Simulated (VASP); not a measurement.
The system is BeTe.

```
Te Be
1.0
     0.00000    2.77000    2.77000
     2.77000    0.00000    2.77000
     2.77000    2.77000    0.00000
Te Be
1 1
Direct
  0.75000 0.75000 0.75000
  0.00000 0.00000 0.00000
```

```yaml
Program: VASP 6.6.1
Task: relaxation of cell and atoms
Functional: PBE
Potentials_or_basis: VASP PAW PBE potentials, release 64 (Te_GW, Be_GW)
Cutoff: 630 eV
k_mesh: 8 × 8 × 8
Occupations: fermi-dirac, width 0.05 eV
Spin: no spin polarisation
```

At the start: pressure 4.4 GPa; volume 21.25 Å³/atom.

Problem. Where does the relaxation end?

Solution. Over 3 steps the energy falls by 19.3 meV/atom and the volume is 22.74 Å³/atom (+7.0 %); space group F-43m (No. 216, to 0.05 Å).

The path:
```
step  energy change (eV)  largest force (eV/Å)  pressure (GPa)  volume (Å³)
   1              0.0000                0.0000            4.39        42.51
   2             -0.0368                0.0000           -0.84        46.19
   3             -0.0386                0.0000            0.02        45.48
```

Final structure:
```
CELL_PARAMETERS angstrom
0.00000 2.83314 2.83314
2.83314 0.00000 2.83314
2.83314 2.83314 0.00000
ATOMIC_POSITIONS crystal
Te 0.75000 0.75000 0.75000
Be 0.00000 0.00000 0.00000
```
